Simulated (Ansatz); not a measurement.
# Ga₂O₃: Ga-71 NMR of the central transition

Cell: a structure deposited in the COD whose atoms were relaxed with PBE, the cell held.

```cif
data_Ga2O3
_symmetry_space_group_name_H-M 'C2/m'
_symmetry_Int_Tables_number 12
_cell_length_a 12.2140
_cell_length_b 3.0371
_cell_length_c 5.7981
_cell_angle_alpha 90.000
_cell_angle_beta 103.830
_cell_angle_gamma 90.000
loop_
_atom_site_label
_atom_site_type_symbol
_atom_site_symmetry_multiplicity
_atom_site_Wyckoff_symbol
_atom_site_fract_x
_atom_site_fract_y
_atom_site_fract_z
Ga1 Ga 4 i 0.0912 0.0000 0.7953
Ga3 Ga 4 i 0.6595 0.0000 0.3127
O5 O 4 i 0.1690 0.0000 0.1084
O7 O 4 i 0.1722 0.0000 0.5603
O9 O 4 i 0.4967 0.0000 0.2537
```

One atom of each set is listed; the run and its k-mesh use a cell of 10 atoms with edges of 6.29, 6.29, 5.80 Å.

The numbers come from a DFT calculation in Ansatz (PBE, plane waves and PAW, scalar-relativistic, 420 eV cutoff, Γ-centred 10×10×6 k-points, Fermi–Dirac smearing 0.02 eV).

Ga-71 has I = 3/2 and Q = 107.0 mb (Pyykkö 2018); at 35.2 T its Larmor frequency is ν₀ = 458.3 MHz. Only the quadrupole interaction is simulated: positions count from each site's isotropic chemical shift, and J coupling is left out, as are shift anisotropy and dipolar coupling, which fast spinning averages.

(1) Give C_Q, η, the quadrupolar product P_Q = |C_Q|(1 + η²/3)^½, the second-order isotropic shift and the breadth of the pattern (fast magic-angle spinning) for each Ga site.

## Answers

(1) 

| site | first shell | C_Q (MHz) | η | P_Q (MHz) | δ_QIS (ppm) | breadth (kHz) |
| --- | --- | --- | --- | --- | --- | --- |
| Ga1 | 4 O at 1.84–1.87 Å | -9.25 | 0.91 | 10.4 | -13.0 | 13.3 |
| Ga3 | 6 O at 1.94–2.07 Å | 6.57 | 0.11 | 6.58 | -5.16 | 5.23 |

δ_QIS = −(ν_Q²/30ν₀²)[I(I+1) − 3/4](1 + η²/3) × 10⁶ ppm with ν_Q = 3|C_Q|/[2I(2I−1)]; it falls as 1/B₀² in ppm, and the breadth as 1/B₀ in kHz.

The broadest static pattern spans 45 kHz. The table holds for spinning faster than that; slower spinning leaves sidebands.

At this cell the PBE pressure is 8 GPa, so with PBE the cell would grow if it were relaxed.

The relaxation (4 steps) took 23 s of wall time (87 s of CPU time) and 1.1 GiB at its peak, on 4 threads of AMD EPYC 9R14 (Zen 4) (x86_64; 16 cores open to the job, memory cap 8.0 GiB, no GPU), a shared host with a load of 0.2 a core.
